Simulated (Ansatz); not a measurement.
# Pt: a short trajectory by PAW and LAPW

How do the atoms of Pt move (30 steps of 1.5 fs at constant energy, with velocities drawn for 300 K), by PAW and LAPW? Both runs start alike, so that frozen cores can be judged against all electrons.

Program: Ansatz 0.2.0. Level of theory: DFT PBEsol, scalar-relativistic. These are calculated values, not measurements.

## Step 1: The starting structure

The cell holds 4 atoms (Pt4): a = 5.546 Å, b = 5.546 Å, c = 2.773 Å, α = 60.00°, β = 60.00°, γ = 60.00°.

Structure file:

```xyz
4
Lattice="0.0000 3.9218 3.9218 3.9218 0.0000 3.9218 1.9609 1.9609 0.0000" Properties=species:S:1:pos:R:3 pbc="T T T"
Pt    0.0000    0.0000    0.0000
Pt    1.9609    0.0000    1.9609
Pt    0.0000    1.9609    1.9609
Pt    1.9609    1.9609    3.9218
```

The geometry is a database entry used as it stands. It may stem from high pressure or temperature, or be incomplete, so it serves as a test cell.

## Step 2: Frozen-core PAW

File input.yaml:

```yaml
crystal:
  lattice:
    - [0.0, 3.9218, 3.9218]
    - [3.9218, 0.0, 3.9218]
    - [1.9609, 1.9609, 0.0]
  atoms:
    - { symbol: Pt, position: [0.0, 0.0, 0.0] }
    - { symbol: Pt, position: [0.0, 0.5, 0.0] }
    - { symbol: Pt, position: [0.5, 0.0, 0.0] }
    - { symbol: Pt, position: [0.5, 0.5, 0.0] }
kpoints:
  mp_grid: { grid: [4, 4, 8] }
scf:
  occupations: { method: fermi_dirac, width: 0.08 }
hamiltonian:
  xc: pbesol
  pseudopotentials: { kind: paw }
output:
  forces: true
  stress: true
md:
  timestep: 1.5
  n_steps: 30
  ensemble: nve
  temperature: 300
  initial_velocities: maxwell_boltzmann
  seed: 917024
```

Started as:

```sh
$ ansatz run input.yaml --threads 2 --pin off --max-ram 4096MiB --backend cpu --events-out ev --progress --plain --runs-dir out
```

Log, cut to the lines that bear on the results:

```text
Warning: md: disabling space-group detection — thermal motion breaks the input geometry's symmetry, so no spatial operation reduces the k-mesh or symmetrises the density; time reversal is kept, so that k and −k are solved as one point where they differ and the mesh holds both, and exact [...]
Warning: output.stress: scf.convergence.dr2_threshold = 4e-9 eV (the default of an md: trajectory) is looser than the 4e-10 eV advised for a printed stress (1e-10 eV for each atom of the cell: 4). What an SCF threshold leaves in a stress goes as its square root, and in the free energy as [...]
Pseudopotentials: kind: paw
Pseudopotential: Pt, paw, valence charge 18, recommended cutoff 420 eV (normal)
Functional definition: PBEsol
[...]
Crystal: 4 atoms, lattice volume = 60.319 Å³
Basis set: ecut = 420 eV, 1189 PW (Γ), exchange–correlation on 80×80×40 points (8 copies of the dense FFT grid, shifted against one another)
Bands: 44, of which v1, the nominal top of the filled ones, is band 36 counted from 1 (35 counted from 0)
Symmetry: 1 space group operations
k-points: 68 of 128 (time reversal used)
[...]
SCF iter   1: F=—  HF=-49535.319150 eV  |F-HF|=—  |Δ(HF+E_count)|=         —  Δρ=9.08e-3  dr2=4.40e-2  ethr=1.77e-3  ⟨swp⟩=5.4  Hψ=10132  notcnv=0  defer=55
[...]
md step     0: t =     0.00 fs  T =   300.0 K  F+E_penalty+E_count = -49535.30714325 eV  E_kin = 0.116334 eV  conserved = -49535.19080926 eV  P_inst = -0.8350 GPa  (7 SCF iters)
[...]
md step     2: t =     3.00 fs  T =   298.7 K  F+E_penalty+E_count = -49535.30663089 eV  E_kin = 0.115822 eV  conserved = -49535.19080904 eV  P_inst = -0.8302 GPa  (6 SCF iters)
[...]
md step     4: t =     6.00 fs  T =   294.8 K  F+E_penalty+E_count = -49535.30510698 eV  E_kin = 0.114299 eV  conserved = -49535.19080842 eV  P_inst = -0.8161 GPa  (6 SCF iters)
[...]
md step     6: t =     9.00 fs  T =   288.3 K  F+E_penalty+E_count = -49535.30261056 eV  E_kin = 0.111803 eV  conserved = -49535.19080740 eV  P_inst = -0.7931 GPa  (2 SCF iters)
[...]
md step     8: t =    12.00 fs  T =   279.5 K  F+E_penalty+E_count = -49535.29920513 eV  E_kin = 0.108399 eV  conserved = -49535.19080605 eV  P_inst = -0.7617 GPa  (2 SCF iters)
[...]
md step     9: t =    13.50 fs  T =   274.3 K  F+E_penalty+E_count = -49535.29718750 eV  E_kin = 0.106382 eV  conserved = -49535.19080525 eV  P_inst = -0.7432 GPa  (2 SCF iters)
[...]
SCF iter   6: F=-49535.294976 eV  HF=-49535.294976 eV  |F-HF|=0.00e0  |Δ(HF+E_count)|=    0.00e0  Δρ=8.72e-8  dr2=5.79e-12  ethr=1.00e-12  ⟨swp⟩=2.0  Hψ=7496  notcnv=0
```

## Step 3: The output, continued: 30 steps of 1.5 fs from 300 K

Output, continued, cut to the lines that bear on the results:

```text
[...]
md step    10: t =    15.00 fs  T =   268.6 K  F+E_penalty+E_count = -49535.29497628 eV  E_kin = 0.104172 eV  conserved = -49535.19080438 eV  P_inst = -0.7229 GPa  (6 SCF iters)
[...]
md step    15: t =    22.50 fs  T =   234.0 K  F+E_penalty+E_count = -49535.28152459 eV  E_kin = 0.090725 eV  conserved = -49535.19079932 eV  P_inst = -0.6004 GPa  (2 SCF iters)
[...]
md step    20: t =    30.00 fs  T =   192.9 K  F+E_penalty+E_count = -49535.26558194 eV  E_kin = 0.074788 eV  conserved = -49535.19079384 eV  P_inst = -0.4573 GPa  (6 SCF iters)
[...]
md step    25: t =    37.50 fs  T =   150.8 K  F+E_penalty+E_count = -49535.24926180 eV  E_kin = 0.058473 eV  conserved = -49535.19078906 eV  P_inst = -0.3141 GPa  (2 SCF iters)
[...]
md step    29: t =    43.50 fs  T =   119.7 K  F+E_penalty+E_count = -49535.23719150 eV  E_kin = 0.046405 eV  conserved = -49535.19078630 eV  P_inst = -0.2112 GPa  (2 SCF iters)
[...]
md step    30: t =    45.00 fs  T =   112.5 K  F+E_penalty+E_count = -49535.23440929 eV  E_kin = 0.043624 eV  conserved = -49535.19078579 eV  P_inst = -0.1880 GPa  (6 SCF iters)
SCF converged after 6 iterations
Free energy (F): -49535.234409 eV
[...]
E sigma→0 (E₀):  -49535.158581 eV
Entropy (-TS):   -0.151656 eV (-37.914 meV/atom)
Fermi energy:    23.156848 eV
[...]
```

## Step 4: More of the same log: 30 steps of 1.5 fs from 300 K

Output, continued:

```text
  E_vpaw       = -1163.559038  (= ΣTr[D̂ρ^β])
  E_aug_tail   = 0.000776  (compensation charges beyond the density's cutoff)
  E_ewald      = -10905.424053
  E_core_change = 1.147925  (= ΣΔE_core)
  E_smearing   = -0.151656  (= −TS)
  E_closure    = 0.000000  (closes the sum)
  Σ components = -49535.234409   (vs F -49535.234409, Δ=0.00e0)
--- Forces (eV/Å), atoms counted from 1 ---
  atom   1  Pt    -0.24924403     0.08128713    -0.50741540
  atom   2  Pt     0.46535068     0.39738577     0.08117345
  atom   3  Pt    -0.09659740     0.05859697     0.68963182
  atom   4  Pt    -0.11950924    -0.53726989    -0.26338980
  max |Σ_I F_I| component: 6.87e-8 eV/Å
--- Stress (GPa, compression-positive) ---
       -0.088421      -0.502519      -0.391626
       -0.502519      -0.590249       0.197231
       -0.391626       0.197231      -0.194415
  P = ⅓ Tr σ = -0.2910 GPa (-2.910 kbar)
--- MD trajectory: 30 steps, t = 0.0 → 45.0 fs ---
  final state: T = 112.5 K   F+E_penalty+E_count = -49535.23440929 eV   E_kin = 0.043624 eV
  conserved energy: peak-to-peak 2.346e-5 eV (5.866e-6 eV/atom) over 45.0 fs
```

It took 71 s on 2 threads of Intel Xeon Platinum 8488C (Sapphire Rapids), shared host; peak memory 0.61 GiB.

## Step 5: The trajectory

One step in 3; energies are changes from step 0; msd is the mean square displacement from the start, the centre of mass held:

| time (fs) | T (K) | potential energy change (meV/atom) | total energy change (meV/atom) | pressure (GPa) | msd Pt (Å²) |
| --- | --- | --- | --- | --- | --- |
| 0.0 | 300 | 0.0 | 0.00 | -0.8 | 0.000 |
| 4.5 | 297 | 0.3 | 0.00 | -0.8 | 0.000 |
| 9.0 | 288 | 1.1 | 0.00 | -0.8 | 0.000 |
| 13.5 | 274 | 2.5 | 0.00 | -0.7 | 0.001 |
| 18.0 | 256 | 4.3 | 0.00 | -0.7 | 0.001 |
| 22.5 | 234 | 6.4 | 0.00 | -0.6 | 0.001 |
| 27.0 | 210 | 8.8 | 0.00 | -0.5 | 0.002 |
| 31.5 | 184 | 11.2 | 0.00 | -0.4 | 0.002 |
| 36.0 | 159 | 13.7 | 0.00 | -0.3 | 0.003 |
| 40.5 | 135 | 16.0 | 0.01 | -0.3 | 0.004 |
| 45.0 | 112 | 18.2 | 0.01 | -0.2 | 0.004 |

time (fs), T (K) and a bar:
```
      0.0        300 ##############################
      1.5        300 ##############################
      4.5        297 ##############################
      6.0        295 #############################
      7.5        292 #############################
     10.5        284 ###########################
     12.0        280 ###########################
     13.5        274 ##########################
     15.0        269 #########################
     18.0        256 #######################
     19.5        249 ######################
     21.0        242 #####################
     24.0        226 ##################
     25.5        218 #################
     27.0        210 ################
     30.0        193 #############
     31.5        184 ###########
     33.0        176 ##########
     34.5        167 #########
     37.5        151 ######
     39.0        143 #####
     40.5        135 ####
     43.5        120 #
     45.0        112
```

## Step 6: Snapshots as a file

Positions (Å) and forces (eV/Å):

```xyz
4
Lattice="0.000 3.922 3.922 3.922 0.000 3.922 1.961 1.961 0.000" Properties=species:S:1:pos:R:3:forces:R:3 pbc="T T T" time_fs=6.0 T=295 dE=0.0020
Pt    0.004   -0.003    0.005   -0.043    0.010   -0.110
Pt    1.953   -0.008    1.965    0.081    0.062    0.041
Pt    0.003    1.963    1.951   -0.017    0.018    0.130
Pt    1.963    1.971    3.923   -0.021   -0.090   -0.061
4
Lattice="0.000 3.922 3.922 3.922 0.000 3.922 1.961 1.961 0.000" Properties=species:S:1:pos:R:3:forces:R:3 pbc="T T T" time_fs=12.0 T=280 dE=0.0079
Pt    0.007   -0.007    0.009   -0.085    0.021   -0.215
Pt    1.945   -0.017    1.969    0.160    0.123    0.078
Pt    0.005    1.965    1.941   -0.033    0.034    0.256
Pt    1.964    1.981    3.925   -0.042   -0.178   -0.119
4
Lattice="0.000 3.922 3.922 3.922 0.000 3.922 1.961 1.961 0.000" Properties=species:S:1:pos:R:3:forces:R:3 pbc="T T T" time_fs=16.5 T=262 dE=0.0146
Pt    0.010   -0.009    0.013   -0.115    0.028   -0.287
Pt    1.940   -0.023    1.972    0.217    0.168    0.101
Pt    0.007    1.966    1.934   -0.044    0.045    0.344
Pt    1.965    1.988    3.925   -0.057   -0.241   -0.158
4
Lattice="0.000 3.922 3.922 3.922 0.000 3.922 1.961 1.961 0.000" Properties=species:S:1:pos:R:3:forces:R:3 pbc="T T T" time_fs=22.5 T=234 dE=0.0256
Pt    0.013   -0.013    0.016   -0.152    0.039   -0.371
Pt    1.933   -0.030    1.976    0.286    0.224    0.123
Pt    0.010    1.968    1.924   -0.059    0.057    0.451
Pt    1.967    1.997    3.926   -0.075   -0.320   -0.204
4
Lattice="0.000 3.922 3.922 3.922 0.000 3.922 1.961 1.961 0.000" Properties=species:S:1:pos:R:3:forces:R:3 pbc="T T T" time_fs=28.5 T=201 dE=0.0383
Pt    0.016   -0.016    0.020   -0.185    0.050   -0.437
Pt    1.926   -0.038    1.981    0.347    0.277    0.133
Pt    0.012    1.970    1.916   -0.072    0.064    0.542
Pt    1.968    2.005    3.927   -0.090   -0.391   -0.238
4
Lattice="0.000 3.922 3.922 3.922 0.000 3.922 1.961 1.961 0.000" Properties=species:S:1:pos:R:3:forces:R:3 pbc="T T T" time_fs=33.0 T=176 dE=0.0482
Pt    0.018   -0.019    0.022   -0.207    0.058   -0.473
Pt    1.921   -0.043    1.984    0.387    0.313    0.131
Pt    0.014    1.972    1.911   -0.080    0.067    0.598
Pt    1.969    2.011    3.927   -0.100   -0.438   -0.255
4
Lattice="0.000 3.922 3.922 3.922 0.000 3.922 1.961 1.961 0.000" Properties=species:S:1:pos:R:3:forces:R:3 pbc="T T T" time_fs=39.0 T=143 dE=0.0610
Pt    0.020   -0.022    0.023   -0.231    0.070   -0.502
Pt    1.916   -0.049    1.989    0.431    0.358    0.114
Pt    0.016    1.974    1.904   -0.090    0.065    0.654
Pt    1.970    2.018    3.927   -0.111   -0.493   -0.267
4
Lattice="0.000 3.922 3.922 3.922 0.000 3.922 1.961 1.961 0.000" Properties=species:S:1:pos:R:3:forces:R:3 pbc="T T T" time_fs=45.0 T=112 dE=0.0727
Pt    0.022   -0.025    0.024   -0.249    0.081   -0.507
Pt    1.911   -0.055    1.994    0.465    0.397    0.081
Pt    0.018    1.977    1.899   -0.097    0.059    0.690
Pt    1.971    2.025    3.926   -0.120   -0.537   -0.263
```

## Step 7: Full-potential LAPW

Edit input.yaml of step 2 so:

```diff
@@ -16,3 +16,3 @@
   xc: pbesol
-  pseudopotentials: { kind: paw }
+  pseudopotentials: { kind: all_electron, lapw: { basis_error: 0.001 } }
 output:
```

Started as:

```sh
$ ansatz run input.yaml --threads 2 --pin off --max-ram 4096MiB --backend cpu --events-out ev --progress --plain --runs-dir out
```

Log, cut to the lines that bear on the results:

```text
Warning: md: disabling space-group detection — thermal motion breaks the input geometry's symmetry, so no spatial operation reduces the k-mesh or symmetrises the density; time reversal is kept, so that k and −k are solved as one point where they differ and the mesh holds both, and exact [...]
LAPW: plane waves up to 8.729 Å⁻¹, error target 1.0e-3 eV per atom; small_component_spin mean_spin; Pt in spheres of 1.345 Å, 42 of its electrons in bands, Dirac shells []
[...]
Pseudopotentials: kind: all_electron
Pseudopotential: Pt, LAPW, valence charge 42, Koelling and Harmon's equation, gaussian nucleus
[... 1 set-up line as earlier in the session ...]
[...]
Crystal: 4 atoms, lattice volume = 60.319 Å³
Basis set: ecut = 290.3187109555463 eV, 679 PW (Γ), FFT grids on a1−a3, a2−a3, a3, exchange–correlation at level 2
Bands: 101, of which v1, the nominal top of the filled ones, is band 84 counted from 1 (83 counted from 0)
[... 1 set-up line as earlier in the session ...]
k-points: 68 of 128 (time reversal used)
[...]
md step    30: t =    45.00 fs  T =   112.3 K  F+E_penalty+E_count = -2003272.55316002 eV  E_kin = 0.043551 eV  conserved = -2003272.50960860 eV  P_inst = -0.2229 GPa  (7 SCF iters)
SCF converged after 7 iterations
Free energy (F): -2003272.553160 eV
[...]
E sigma→0 (E₀):  -2003272.477418 eV
Entropy (-TS):   -0.151483 eV (-37.871 meV/atom)
Fermi energy:    28.645166 eV
[...]
--- Forces (eV/Å), atoms counted from 1 ---
  atom   1  Pt    -0.24952873     0.08144118    -0.50773498
  atom   2  Pt     0.46590946     0.39795525     0.08093961
  atom   3  Pt    -0.09671624     0.05853896     0.69031005
  atom   4  Pt    -0.11966448    -0.53793520    -0.26351478
[...]
--- Stress (GPa, compression-positive) ---
       -0.123143      -0.501224      -0.391807
       -0.501224      -0.624941       0.196199
       -0.391807       0.196199      -0.229133
  P = ⅓ Tr σ = -0.3257 GPa (-3.257 kbar)
--- MD trajectory: 30 steps, t = 0.0 → 45.0 fs ---
  final state: T = 112.3 K   F+E_penalty+E_count = -2003272.55316002 eV   E_kin = 0.043551 eV
  conserved energy: peak-to-peak 2.370e-5 eV (5.925e-6 eV/atom) over 45.0 fs
```

Run time: 21 min. Hardware: 2 threads of Intel Xeon Platinum 8488C (Sapphire Rapids), shared host; peak memory 1.2 GiB.

## Step 8: Frames and traces

One step in 3; energies are changes from step 0; msd is the mean square displacement from the start, the centre of mass held:

| time (fs) | T (K) | potential energy change (meV/atom) | total energy change (meV/atom) | pressure (GPa) | msd Pt (Å²) |
| --- | --- | --- | --- | --- | --- |
| 0.0 | 300 | 0.0 | 0.00 | -0.9 | 0.000 |
| 4.5 | 297 | 0.3 | 0.00 | -0.9 | 0.000 |
| 9.0 | 288 | 1.1 | 0.00 | -0.8 | 0.000 |
| 13.5 | 274 | 2.5 | 0.00 | -0.8 | 0.001 |
| 18.0 | 256 | 4.3 | 0.00 | -0.7 | 0.001 |
| 22.5 | 234 | 6.4 | 0.00 | -0.6 | 0.001 |
| 27.0 | 210 | 8.8 | 0.00 | -0.6 | 0.002 |
| 31.5 | 184 | 11.2 | 0.00 | -0.5 | 0.002 |
| 36.0 | 159 | 13.7 | 0.00 | -0.4 | 0.003 |
| 40.5 | 135 | 16.0 | 0.01 | -0.3 | 0.004 |
| 45.0 | 112 | 18.2 | 0.01 | -0.2 | 0.004 |

time (fs), T (K) and a bar:
```
      0.0        300 ##############################
      1.5        300 ##############################
      4.5        297 ##############################
      6.0        295 #############################
      7.5        292 #############################
     10.5        284 ###########################
     12.0        280 ###########################
     13.5        274 ##########################
     15.0        269 #########################
     18.0        256 #######################
     19.5        249 ######################
     21.0        241 #####################
     24.0        226 ##################
     25.5        218 #################
     27.0        210 ################
     30.0        193 #############
     31.5        184 ###########
     33.0        176 ##########
     34.5        167 #########
     37.5        151 ######
     39.0        143 #####
     40.5        135 ####
     43.5        119 #
     45.0        112
```

## Step 9: Outcome

| quantity | value |
| --- | --- |
| PAW: length | 30 steps of 1.5 fs |
| PAW: temperature, first and last step | 300 and 112 K |
| PAW: temperature, second half | mean 172 K, from 112 to 234 K |
| PAW: potential energy, second half | +12 meV/atom from this run's first step |
| PAW: largest change of the total energy | 0.01 meV/atom |
| PAW: mean square displacement, second half | Pt 0.003 Å² |
| LAPW: length | 30 steps of 1.5 fs |
| LAPW: temperature, first and last step | 300 and 112 K |
| LAPW: temperature, second half | mean 172 K, from 112 to 234 K |
| LAPW: potential energy, second half | +12 meV/atom from this run's first step |
| LAPW: largest change of the total energy | 0.01 meV/atom |
| LAPW: mean square displacement, second half | Pt 0.003 Å² |

In words: The temperature starts at 300 K and averages 172 K in the second half, where it still falls, from 234 to 112 K. The total energy strays from its start by at most 0.01 meV/atom, under 0.1 % of the mean kinetic energy, which is good for a step of 1.5 fs. No atom gets farther than 0.08 Å from its start, with the drift of the whole removed, against a typical distance of 2.8 Å between sites at the start. From the same start the temperatures of the two runs stay within 0.2 K of each other. Averages from a run of 45 fs with 4 atoms are rough. The price, with the outputs that each input asks for: 21 min for LAPW against 71 s for PAW, about 18 to one.
